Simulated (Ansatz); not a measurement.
A crystal relaxed with r2SCAN+rVV10 in the PAW code Ansatz has space group Fm-3m (No. 225) and a = 5.365 Å.

```
atom  site       x       y       z
  Xx    4a  0.0000  0.0000  0.0000
   F    8c  0.2500  0.7500  0.7500
```

With r2SCAN the valence top lies at W and the conduction bottom at Γ, 3.84 eV higher; the smallest vertical gap, at Γ, is 4.34 eV. With HSE06 the valence top lies at W and the conduction bottom at Γ, 5.26 eV higher; the smallest vertical gap, at Γ, is 5.83 eV. With PBE the valence top lies at W and the conduction bottom at Γ, 3.15 eV higher; the smallest vertical gap, at Γ, is 3.63 eV. Meshes: r2SCAN 8×8×8, HSE06 6×6×6, PBE 8×8×8. r2SCAN's ε∞ is 2.6 in all directions.

Question: Which element is Xx?
A. Zn
B. Hg
C. Mg
D. Cd

Answer: D. Xx is Cd: a 3-atom cell of CdF2 started from a crystallographic database. Cd is surrounded by 8 F at 2.32 Å; F is surrounded by 4 Cd at 2.32 Å.

(Simulation; spin polarisation is off.)

Spin-orbit coupling is left out.

The meshes of the hybrids are coarse, so their gaps aren't converged to the digits shown.
